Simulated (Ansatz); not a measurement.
# CuO (P6_3/mmc) in Ansatz: further runs

One crystal, CuO, is run at these levels: LDA, LDA+U; tasks: projected density of states.

Program: Ansatz 0.2.0. These are calculated values, not measurements. Logs are shortened: lines on timing, memory, paths and dates and some standing lists are left out, and cuts for length are marked.

### 1 The structure

The structure is hexagonal, space group P6_3/mmc (No. 194). The conventional cell has a = 3.180 Å, b = 3.180 Å, c = 4.431 Å, α = 90.00°, β = 90.00°, γ = 120.00°. Cu (site symmetry -3m) has 6 O at 2.14 Å and 2 Cu at 2.22 Å as nearest neighbours. Around O (site symmetry -6m2) lie 6 Cu at 2.14 Å.

Measurements of this composition are mostly on another form, of space group No. 15.

### 2 Projected density of states, LDA

File input.yaml:

```yaml
crystal:
  lattice:
    - [3.1795331, 0.0, 0.0]
    - [-1.58976655, 2.75355644, 0.0]
    - [0.0, 0.0, 4.43149073]
  atoms:
    - { symbol: Cu, position: [0.0, 0.0, 0.0] }
    - { symbol: Cu, position: [0.0, 0.0, 0.5] }
    - { symbol: O, position: [0.3333333333, 0.6666666667, 0.25] }
    - { symbol: O, position: [0.6666666667, 0.3333333333, 0.75] }
hamiltonian:
  xc: lda
  pseudopotentials: { kind: paw }
kpoints:
  mp_grid: { grid: [10, 10, 6] }
scf:
  occupations: { method: fermi_dirac, width: 0.05 }
  n_extra_bands: 10
output:
  forces: true
  stress: true
  eigenvalues: true
  dos: { projected: true, de: 0.05, nscf_kmesh: { grid: [15, 15, 9] } }
  write_density: true
  write_potential: true
  elf: true
  volumetric_format: npy
```

Potentials or basis: Ansatz PAW.

Command:

```console
$ ansatz run input.yaml --threads 2 --pin off --max-ram 5632MiB --backend cpu --events-out ev --progress --plain --runs-dir out
```

Log:

```text
Warning: RAYON_NUM_THREADS=2 ignored (pool sized by the plan → 2); use --threads N
scf.n_extra_bands = 10 over 25 filled bands (N_el = 50.0): the run solves 35 bands
Engine: ansatz 0.2.0, x86_64-unknown-linux-gnu
Pseudopotentials: kind: paw
Pseudopotential: Cu, paw, valence charge 19, recommended cutoff 420 eV (normal), Cu.paw.azcp
Pseudopotential: O, paw, valence charge 6, recommended cutoff 420 eV (normal), O.paw.azcp
Functional definition: SPW92
  exchange = slater_x
  correlation = pw_c
Crystal: 4 atoms, lattice volume = 38.798 Å³
Basis set: ecut = 420 eV, 759 PW (Γ)
Bands: 35, of which v1, the nominal top of the filled ones, is band 25 counted from 1 (24 counted from 0)
Symmetry: 24 space group operations
Space group: P63/mmc (ITA 194), of the structure as read, at distance tolerance 3.4e-5 Å
k-points: 56 of 600
Non-local potential: Cu, projectors of the file, l = 0: 3, l = 1: 2, l = 2: 3, l = 3: 1
Non-local potential: O, projectors of the file, l = 0: 2, l = 1: 2, l = 2: 1
PAW form: soft (Blöchl's): semilocal exchange-correlation on the pseudo side does not see the compensation charge
PAW frozen core: Cu, regenerated for the run's functional, and the local potential with it (the file was generated under x = pbe(κ = 0.804, μ = 0.2195149727645171), c = pbe(β = 0.06672455060314922))
PAW frozen core: O, regenerated for the run's functional, and the local potential with it (the file was generated under x = pbe(κ = 0.804, μ = 0.2195149727645171), c = pbe(β = 0.06672455060314922))
PAW one-centre angular grid: Cu, 590 points (default); XC on 64 Gauss nodes
PAW one-centre angular grid: O, 110 points (default); XC on 64 Gauss nodes
Initial density: superposition of atomic densities (neutral atoms: chi_scale 0, normalization atom), corrected by the library's trained network
Initial wavefunctions: pseudopotential atomic-orbital guess
Functional: x = slater, c = lda
SCF iter   1: F=—  HF=-14217.797091 eV  |F-HF|=—  |Δ(HF+E_count)|=         —  Δρ=2.48e-2  dr2=2.13e-1  ethr=1.77e-3  ⟨swp⟩=5.6  Hψ=7447  notcnv=0  defer=22
preconditioner: auto → LDOS  [metal: Δε(μ)=0.022 eV  Ē_g=15.396 eV  σ=0.050 eV  W_gap=0.11  n_scr=22 (ndim 8)  ℏωp=34.8 eV  f_vac=0.034  D(μ)=2.98/eV (n_scr^D=34)  β→1.0]
SCF iter   2: F=—  HF=-14217.834624 eV  |F-HF|=—  |Δ(HF+E_count)|=   3.75e-2  Δρ=3.71e-2  dr2=2.69e-1  ethr=4.25e-4  ⟨swp⟩=2.1  Hψ=4144  notcnv=0  defer=84
SCF iter   3: F=—  HF=-14217.749809 eV  |F-HF|=—  |Δ(HF+E_count)|=   8.48e-2  Δρ=1.37e-2  dr2=4.75e-2  ethr=4.25e-4  ⟨swp⟩=2.0  Hψ=3099  notcnv=0  defer=84
SCF iter   4: F=—  HF=-14217.740779 eV  |F-HF|=—  |Δ(HF+E_count)|=   9.03e-3  Δρ=5.27e-3  dr2=7.74e-3  ethr=9.50e-5  ⟨swp⟩=2.2  Hψ=2847  notcnv=0  defer=84
SCF iter   5: F=—  HF=-14217.739427 eV  |F-HF|=—  |Δ(HF+E_count)|=   1.35e-3  Δρ=5.23e-4  dr2=5.27e-5  ethr=1.55e-5  ⟨swp⟩=1.8  Hψ=2354  notcnv=0  defer=84
SCF iter   6: F=—  HF=-14217.739421 eV  |F-HF|=—  |Δ(HF+E_count)|=   6.56e-6  Δρ=4.39e-5  dr2=3.20e-7  ethr=1.05e-7  ⟨swp⟩=2.3  Hψ=2638  notcnv=0  defer=84
SCF iter   7: F=-14217.739421 eV  HF=-14217.739421 eV  |F-HF|=1.31e-8  |Δ(HF+E_count)|=   1.29e-7  Δρ=6.40e-6  dr2=8.69e-9  ethr=2.00e-10  ⟨swp⟩=11.5  Hψ=13122  notcnv=0
SCF 1 converged in 7 iterations: F = -14217.739421 eV  dr2 = 8.69e-9
NSCF: frozen V_eff on 135 k-points
SCF converged after 7 iterations
Free energy (F): -14217.739421 eV
Harris-Foulkes:  -14217.739421 eV  (|F-HF|=1.31e-8)
Internal energy: -14217.711792 eV  (E = F + TS)
E sigma→0 (E₀):  -14217.725607 eV
Entropy (-TS):   -0.027629 eV (-6.907 meV/atom)
Fermi energy:    12.083255 eV
--- Per-component energies (eV) ---
  E_band       = -834.466967
  E_kinetic    = 939.117669
  E_local      = -9618.847433  (includes V_loc(G=0)·N_el)
  E_nonlocal   = 896.109039
  E_hartree    = 4171.098927
  E_xc         = -319.649817
  E_vxc        = -412.904676  (∫ρ·V_xc dr)
  E_paw        = -3481.819727  (= ΣΔE_a)
  E_vpaw       = -980.138890  (= ΣTr[D̂ρ^β])
  E_aug_tail   = 0.004975  (compensation charges beyond the density's cutoff)
  E_ewald      = -6804.818589
  E_core_change = 1.093163  (= ΣΔE_core)
  E_smearing   = -0.027629  (= −TS)
  E_closure    = 0.000000  (closes the sum)
  Σ components = -14217.739421   (vs F -14217.739421, Δ=0.00e0)
--- Forces (eV/Å), atoms counted from 1 ---
  atom   1  Cu     0.00000000     0.00000000     0.00000000
  atom   2  Cu     0.00000000     0.00000000     0.00000000
  atom   3  O      0.00000000    -0.00000000     0.00000000
  atom   4  O     -0.00000000     0.00000000     0.00000000
  max |Σ_I F_I| component: 3.37e-29 eV/Å
--- Stress (GPa, compression-positive) ---
      -24.406753      -0.000000      -0.000000
       -0.000000     -24.406753      -0.000000
       -0.000000      -0.000000      19.088387
  P = ⅓ Tr σ = -9.9084 GPa (-99.084 kbar)
--- Band table (eV; the first three rows and the last of 56) ---
  k-point 0: bands = ["-99.3657", "-99.3318", "-57.4078", "-57.1435", "-57.1435", "-57.1302", "-57.1160", "-57.1160", "-6.8976", "-5.2375", "5.4492", "6.6783", "6.6783", "7.7712", "9.1358", "9.1358", "9.5670", "9.5670", "9.8390", "9.8390", "10.5037", "10.6310", "10.6310", "11.9811", "12.6860", "12.6860", "13.4418", "16.9999", "23.2834", "24.0822", "24.0822", "29.4162", "29.9946", "30.4682", "30.4682"]
  k-point 1: bands = ["-99.3634", "-99.3341", "-57.3894", "-57.1489", "-57.1416", "-57.1416", "-57.1178", "-57.1178", "-6.8029", "-5.3709", "5.6909", "6.7828", "6.7828", "7.9315", "8.9398", "8.9398", "9.2136", "9.2136", "9.9423", "10.1903", "10.1903", "10.7981", "10.7981", "11.6044", "12.6017", "12.6017", "14.0435", "17.0310", "23.4714", "24.2640", "24.2640", "28.6380", "28.6380", "29.6961", "29.8911"]
  k-point 2: bands = ["-99.3572", "-99.3403", "-57.3389", "-57.2001", "-57.1366", "-57.1366", "-57.1229", "-57.1229", "-6.5347", "-5.7142", "6.3573", "7.0890", "7.0890", "8.0897", "8.2124", "8.2124", "9.2268", "9.4309", "9.4309", "10.0498", "10.0498", "10.7202", "11.3739", "11.3739", "12.3483", "12.3483", "15.1525", "16.8445", "24.2742", "24.8114", "24.8114", "27.0107", "27.0107", "28.2682", "30.2453"]
  k-point 55: bands = ["-99.3484", "-99.3484", "-57.2689", "-57.2689", "-57.1340", "-57.1340", "-57.1330", "-57.1330", "-5.5298", "-5.5298", "5.9198", "5.9198", "6.6997", "6.6997", "7.8854", "7.8854", "9.6393", "9.6393", "9.8863", "9.8863", "10.2707", "10.2707", "10.6193", "10.6193", "12.5104", "12.5104", "19.0164", "19.0164", "21.8546", "21.8546", "23.1318", "23.1318", "28.8251", "28.8251", "31.7956"]
```

It took 6.7 s on 2 threads of Intel Xeon Platinum 8375C at 2.90GHz (Ice Lake), shared host; peak memory 0.42 GiB.

What came out:

```yaml
Free_energy: -14217.7394 eV
Pressure: -9.9 GPa
Band_gap_on_the_k_mesh: none (metal or under the smearing width)
Density_of_states_at_the_Fermi_level: 3.70 states/eV per cell
```

Stress tensor (GPa, compression positive):
```
-24.41   0.00   0.00
  0.00 -24.41   0.00
  0.00   0.00  19.09
```

States per cell in windows of 0.5 eV (zero at the Fermi level; states under -8 eV left out):
```
from (eV)  total  Cu 3d  O 2p  Cu 4s  O 2s
     -8.0   0.00   0.00  0.00   0.00  0.00
     -7.5   0.13   0.03  0.07   0.03  0.00
     -7.0   0.78   0.14  0.46   0.16  0.01
     -6.5   1.43   0.27  0.95   0.19  0.02
     -6.0   1.27   0.33  0.81   0.09  0.01
     -5.5   1.76   0.70  0.98   0.05  0.01
     -5.0   2.04   0.76  1.19   0.05  0.01
     -4.5   3.04   1.26  1.71   0.02  0.01
     -4.0   1.77   0.97  0.77   0.01  0.00
     -3.5   0.91   0.68  0.22   0.00  0.00
     -3.0   0.99   0.85  0.12   0.01  0.00
     -2.5   4.17   3.78  0.31   0.04  0.02
     -2.0   4.71   4.20  0.41   0.03  0.05
     -1.5   3.14   2.52  0.49   0.04  0.06
     -1.0   1.95   1.28  0.59   0.02  0.03
     -0.5   1.82   1.00  0.77   0.01  0.02
      0.0   2.06   0.99  1.05   0.01  0.01
      0.5   0.03   0.02  0.02   0.00  0.00
      1.0   0.00   0.00  0.00   0.00  0.00
      1.5   0.01   0.00  0.00   0.01  0.00
      2.0   0.03   0.00  0.00   0.01  0.01
      2.5   0.05   0.00  0.01   0.02  0.01
      3.0   0.07   0.00  0.02   0.04  0.02
      3.5   0.11   0.00  0.03   0.06  0.02
      4.0   0.15   0.00  0.04   0.08  0.02
      4.5   0.24   0.01  0.06   0.13  0.03
      5.0   0.40   0.01  0.09   0.22  0.03
      5.5   0.70   0.01  0.13   0.40  0.03
      6.0   0.80   0.01  0.15   0.46  0.02
      6.5   0.77   0.01  0.15   0.44  0.01
      7.0   0.40   0.00  0.05   0.17  0.00
      7.5   0.17   0.00  0.01   0.06  0.00
```

Caveat: the pressure holds a Pulay correction of +1.0 GPa for the finite cutoff; the run has no spin polarisation, though such a crystal can be magnetic; semilocal functionals often make such compounds metallic where correlation or magnetic order opens a gap, which also shifts bond lengths; the PAW data sets come from PBE, with cores solved anew for the run's functional, which leaves a small shift of forces and pressure; the density of states is complete only up to the lowest level of the last band computed. With open d or f shells a metallic result of LDA can be an artefact of self-interaction; +U or a hybrid may open a gap.

### 3 Projected density of states, LDA+U

input.yaml, as its differences from that of step 2:

```diff
@@ -13,2 +13,3 @@
   pseudopotentials: { kind: paw }
+  hubbard: { sites: [{ species: Cu, l: d, u_eff: 1.0 }] }
 kpoints:
@@ -23,5 +24 @@
   dos: { projected: true, de: 0.05, nscf_kmesh: { grid: [15, 15, 9] } }
-  write_density: true
-  write_potential: true
-  elf: true
-  volumetric_format: npy
```

Potentials or basis: Ansatz PAW.

Command:

```console
$ ansatz run input.yaml --threads 2 --pin off --max-ram 5632MiB --backend cpu --events-out ev --progress --plain --runs-dir out
```

Log:

```text
Warning: RAYON_NUM_THREADS=2 ignored (pool sized by the plan → 2); use --threads N
Cu: projections on atomic orbitals take those of the free atom [Ne] 3s2 3p6 3d10 4s1, of charge +0.00 (hamiltonian.pseudopotentials.projection_atoms); the dataset's partial waves leave at most 2.0e-6 of an orbital's norm unspanned inside its sphere
O: projections on atomic orbitals take those of the free atom [He] 2s2 2p4, of charge +0.00 (hamiltonian.pseudopotentials.projection_atoms); the dataset's partial waves leave at most 1.9e-8 of an orbital's norm unspanned inside its sphere
scf.n_extra_bands = 10 over 25 filled bands (N_el = 50.0): the run solves 35 bands
Engine: ansatz 0.2.0, x86_64-unknown-linux-gnu
Pseudopotentials: kind: paw
Pseudopotential: Cu, paw, valence charge 19, recommended cutoff 420 eV (normal), Cu.paw.azcp
Pseudopotential: O, paw, valence charge 6, recommended cutoff 420 eV (normal), O.paw.azcp
Functional definition: SPW92
  exchange = slater_x
  correlation = pw_c
Crystal: 4 atoms, lattice volume = 38.798 Å³
Basis set: ecut = 420 eV, 759 PW (Γ)
Bands: 35, of which v1, the nominal top of the filled ones, is band 25 counted from 1 (24 counted from 0)
Symmetry: 24 space group operations
Space group: P63/mmc (ITA 194), of the structure as read, at distance tolerance 3.4e-5 Å
k-points: 56 of 600
Non-local potential: Cu, projectors of the file, l = 0: 3, l = 1: 2, l = 2: 3, l = 3: 1
Non-local potential: O, projectors of the file, l = 0: 2, l = 1: 2, l = 2: 1
PAW form: soft (Blöchl's): semilocal exchange-correlation on the pseudo side does not see the compensation charge
PAW frozen core: Cu, regenerated for the run's functional, and the local potential with it (the file was generated under x = pbe(κ = 0.804, μ = 0.2195149727645171), c = pbe(β = 0.06672455060314922))
PAW frozen core: O, regenerated for the run's functional, and the local potential with it (the file was generated under x = pbe(κ = 0.804, μ = 0.2195149727645171), c = pbe(β = 0.06672455060314922))
PAW one-centre angular grid: Cu, 590 points (default); XC on 64 Gauss nodes
PAW one-centre angular grid: O, 110 points (default); XC on 64 Gauss nodes
Initial density: superposition of atomic densities (chi_scale 0.1, normalization cell, long waves of neutral atoms under a Hubbard term (reshape's long-wave potential 0.00 eV rms, cloud 1.98 Å wide))
Initial wavefunctions: pseudopotential atomic-orbital guess
Functional: x = slater, c = lda
SCF iter   1: F=—  HF=-14217.508841 eV  |F-HF|=—  |Δ(HF+E_count)|=         —  Δρ=9.40e-2  dr2=2.66e0  ethr=3.10e-3  ⟨swp⟩=5.2  Hψ=7299  notcnv=0  defer=14
preconditioner: auto → Kerker (q_TF=auto, 2.846 Å⁻¹)  [metal: Δε(μ)=0.008 eV  Ē_g=15.897 eV  σ=0.050 eV  W_gap=0.04  n_scr=22 (ndim 8)  ℏωp=34.8 eV  f_vac=0.006  D(μ)=2.76/eV (n_scr^D=22)]
[... 17 lines left out ...]
Entropy (-TS):   -0.026259 eV (-6.565 meV/atom)
Fermi energy:    11.927473 eV
--- Per-component energies (eV) ---
  E_band       = -839.431575
  E_kinetic    = 939.511297
  E_local      = -9625.044483  (includes V_loc(G=0)·N_el)
  E_nonlocal   = 898.448654
  E_hartree    = 4176.490877
  E_xc         = -319.482376
  E_vxc        = -412.685287  (∫ρ·V_xc dr)
  E_hubbard    = 0.451729  (on-site DFT+U / exact-exchange correction)
  E_vhub       = -8.594325  (the Hubbard potential's part of the band-sum identity)
  E_paw        = -3483.906068  (= ΣΔE_a)
  E_vpaw       = -984.052841  (= ΣTr[D̂ρ^β])
  E_aug_tail   = 0.004968  (compensation charges beyond the density's cutoff)
  E_ewald      = -6804.818589
  E_core_change = 1.093163  (= ΣΔE_core)
  E_smearing   = -0.026259  (= −TS)
  E_closure    = 0.000000  (closes the sum)
  Σ components = -14217.277086   (vs F -14217.277086, Δ=0.00e0)
--- Forces (eV/Å), atoms counted from 1 ---
  atom   1  Cu    -0.00000000     0.00000000    -0.00000000
  atom   2  Cu     0.00000000     0.00000000     0.00000000
  atom   3  O      0.00000000    -0.00000000     0.00000000
  atom   4  O     -0.00000000     0.00000000     0.00000000
  max |Σ_I F_I| component: 3.70e-17 eV/Å
--- Stress (GPa, compression-positive) ---
      -23.868463      -0.000000      -0.000000
       -0.000000     -23.868463      -0.000000
       -0.000000      -0.000000      19.163391
  P = ⅓ Tr σ = -9.5245 GPa (-95.245 kbar)
--- Band table (eV; the first three rows and the last of 56) ---
  k-point 0: bands = ["-99.2259", "-99.1928", "-57.2697", "-57.0083", "-57.0083", "-56.9912", "-56.9807", "-56.9807", "-6.9496", "-5.2991", "5.3346", "6.4921", "6.4921", "7.4139", "8.7562", "8.7562", "9.5084", "9.5084", "9.5159", "9.5159", "10.3077", "10.3077", "10.4385", "11.7017", "12.5368", "12.5368", "13.4253", "17.0081", "23.2705", "24.0930", "24.0930", "29.4260", "30.0218", "30.4932", "30.4932"]
  k-point 1: bands = ["-99.2235", "-99.1948", "-57.2513", "-57.0100", "-57.0065", "-57.0065", "-56.9826", "-56.9826", "-6.8553", "-5.4317", "5.5746", "6.5975", "6.5975", "7.5736", "8.7778", "8.7778", "8.8339", "8.8339", "9.8601", "9.8601", "9.8863", "10.5844", "10.5844", "11.3264", "12.4521", "12.4521", "14.0205", "17.0332", "23.4622", "24.2764", "24.2764", "28.6593", "28.6593", "29.7064", "29.9175"]
  k-point 2: bands = ["-99.2172", "-99.2006", "-57.2008", "-57.0615", "-57.0015", "-57.0015", "-56.9877", "-56.9877", "-6.5887", "-5.7731", "6.2343", "6.9068", "6.9068", "7.7922", "8.0416", "8.0416", "9.0510", "9.0510", "9.1195", "9.6760", "9.6760", "10.4483", "11.2100", "11.2100", "12.1970", "12.1970", "15.1262", "16.8328", "24.2724", "24.8273", "24.8273", "27.0320", "27.0320", "28.2778", "30.2576"]
  k-point 55: bands = ["-99.2083", "-99.2083", "-57.1307", "-57.1307", "-56.9990", "-56.9990", "-56.9979", "-56.9979", "-5.6102", "-5.6102", "5.7986", "5.7986", "6.6232", "6.6232", "7.7070", "7.7070", "9.2921", "9.2921", "9.5257", "9.5257", "10.0016", "10.0016", "10.3402", "10.3402", "12.3666", "12.3666", "19.0111", "19.0111", "21.8491", "21.8491", "23.1099", "23.1099", "28.8537", "28.8537", "31.8055"]
Occupation matrices written to <dir>
```

Run time: 7.8 s. Hardware: 2 threads of Intel Xeon Platinum 8375C at 2.90GHz (Ice Lake), shared host; peak memory 0.46 GiB.

What came out:

| Item | Value |
| --- | --- |
| Free energy | -14217.2771 eV |
| Pressure | -9.5 GPa |
| Band gap on the k mesh | none (metal or under the smearing width) |
| Density of states at the Fermi level | 3.62 states/eV per cell |

Levels at points of the mesh, in eV from the Fermi level:
```csv
k point,band 23,band 24,band 25,band 26,band 27,band 28
"(0.00, 0.00, 0.00)",-1.49,-0.23,0.61,0.61,1.50,5.08
"(0.00, 0.00, -0.50)",-0.15,-0.15,-0.15,-0.15,4.23,4.23
"(0.00, -0.50, 0.00)",-1.65,-1.42,0.35,0.50,6.67,6.77
"(0.00, -0.50, -0.50)",-0.57,-0.57,-0.55,-0.55,5.90,5.90
```

States per cell in windows of 0.5 eV (zero at the Fermi level; states under -8 eV left out):
```
from (eV)  total  Cu 3d  O 2p  Cu 4s  O 2s
     -8.0   0.00   0.00  0.00   0.00  0.00
     -7.5   0.18   0.04  0.09   0.04  0.00
     -7.0   0.80   0.16  0.47   0.16  0.01
     -6.5   1.53   0.33  0.99   0.18  0.02
     -6.0   1.30   0.41  0.78   0.08  0.01
     -5.5   1.98   0.86  1.04   0.05  0.01
     -5.0   2.01   0.85  1.09   0.04  0.01
     -4.5   3.86   1.87  1.90   0.02  0.01
     -4.0   1.00   0.61  0.37   0.00  0.00
     -3.5   0.97   0.77  0.18   0.00  0.00
     -3.0   1.56   1.43  0.11   0.01  0.01
     -2.5   5.53   4.97  0.46   0.05  0.03
     -2.0   3.73   3.15  0.48   0.03  0.05
     -1.5   2.31   1.61  0.58   0.04  0.06
     -1.0   1.76   1.05  0.64   0.02  0.03
     -0.5   1.72   0.86  0.82   0.01  0.01
      0.0   1.75   0.79  0.94   0.01  0.00
      0.5   0.00   0.00  0.00   0.00  0.00
      1.0   0.00   0.00  0.00   0.00  0.00
      1.5   0.01   0.00  0.00   0.01  0.00
      2.0   0.03   0.00  0.00   0.01  0.01
      2.5   0.05   0.00  0.01   0.02  0.01
      3.0   0.07   0.00  0.02   0.04  0.02
      3.5   0.11   0.00  0.03   0.05  0.02
      4.0   0.15   0.00  0.04   0.08  0.02
      4.5   0.23   0.01  0.06   0.13  0.03
      5.0   0.38   0.01  0.08   0.21  0.03
      5.5   0.65   0.01  0.12   0.37  0.03
      6.0   0.80   0.01  0.15   0.46  0.02
      6.5   0.77   0.01  0.15   0.44  0.01
      7.0   0.45   0.00  0.06   0.20  0.00
      7.5   0.19   0.00  0.01   0.06  0.00
```

Eigenvalues of the final occupation matrices:
```csv
site,spin,trace,eigenvalues
site 1,1,4.75,0.89 0.89 0.98 0.99 0.99
site 2,1,4.75,0.89 0.89 0.98 0.99 0.99
```

Caveat: the pressure holds a Pulay correction of +1.0 GPa for the finite cutoff; the run has no spin polarisation, though such a crystal can be magnetic; U without spin polarisation on a metal has little footing; the PAW data sets come from PBE, with cores solved anew for the run's functional, which leaves a small shift of forces and pressure; the density of states is complete only up to the lowest level of the last band computed.

(Part 1 of 2 ends here.)
